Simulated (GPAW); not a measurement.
Runs of GPAW 26.7.0 on AlN. It takes space group P6_3mc (No. 186, hexagonal). The conventional cell has a = 3.113 Å, b = 3.113 Å, c = 4.981 Å, α = 90.00°, β = 90.00°, γ = 120.00°. Al (site symmetry 3m) has 4 N at 1.89 Å as nearest neighbours. Around N (site symmetry 3m) lie 4 Al at 1.89 Å. 

| task | level | potentials or basis | cell | cutoff (eV) | optimizer | fmax | max steps | band path | band points | grid spacing | gap on the mesh (eV) | pressure (GPa) | V0 of scaled cells (Å³/atom) | relaxed volume (Å³/atom) | B0 (GPa) | largest force (eV/Å) |
| --- | --- | --- | --- | --- | --- | --- | --- | --- | --- | --- | --- | --- | --- | --- | --- | --- |
| relaxation of cell and atoms | AM05 | PAW data sets generated in the run's folder for this functional, pw | relaxed | 800 | BFGS | 0.02 eV/Å | 60 | - | - | - | 4.13 | 0.0 | - | (b) | - | 0.01 |
| relaxation of cell and atoms | M06-L+D3 | GPAW PAW data sets (gpaw-data 1.2.1), pw | relaxed | 800 | BFGS | 0.02 eV/Å | 40 | - | - | - | 4.48 | 0.0 | - | 10.21 | - | - |
| band structure | vdW-DF | GPAW PAW data sets (gpaw-data 1.2.1), pw | as given | 800 | - | - | - | GMKGALHA,LM,KH | 80 | - | 4.55 | - | - | - | - | 0.13 |
| band structure | PBE | SG15 ONCV 1.2, pw | as given | 1100 | - | - | - | GMKGALHA,LM,KH | 80 | - | 4.23 | 3.1 | - | - | - | 0.13 |
| equation of state | PBE | GPAW PAW data sets (gpaw-data 1.2.1), lcao:dzp | as given | - | - | - | - | - | - | 0.18 Å | - | - | 10.78 | - | (c) | - |
| relaxation of cell and atoms | rSCAN+D4 | GPAW PAW data sets (gpaw-data 1.2.1), pw | relaxed | 800 | BFGS | 0.05 eV/Å | 40 | - | - | - | (a) | 0.0 | - | 10.28 | - | 0.01 |
| equation of state | PBE | PAW data sets generated in the run's folder for this functional, pw | as given | 800 | - | - | - | - | - | - | - | - | 10.72 | - | 194 | - |
| gruneisen | LDA | the program's PAW data sets (release 1.2.1) made for this functional, pw | relaxed | 680 | - | - | - | - | - | - | 4.42 | 0.0 | - | - | - | - |

Alike in all rows: no spin polarisation; k mesh 7 × 7 × 4; smearing fermi-dirac 0.05 eV.

Task: Estimate the missing entries.

Result: (a) 5.06; (b) 10.51; (c) 196.

Caveats: an odd mesh through Γ misses points on the zone boundary, where band edges often lie (some runs); later steps reuse the first step's grids (some runs); the PAW data sets were made with another functional, which shifts forces and pressure a little (some runs); the cell was scaled at fixed shape and fractional positions, which overstates the stiffness of a crystal with free parameters, most of all of layers and chains (some runs); the real-space grid adds noise to forces (some runs); the basis of atomic orbitals isn't converged, which shifts pressures, moduli and gaps (some runs); the cutoff is short for stress and forces, so pressures can be off by a GPa or more (some runs).

Not every run made on this cell is shown here.
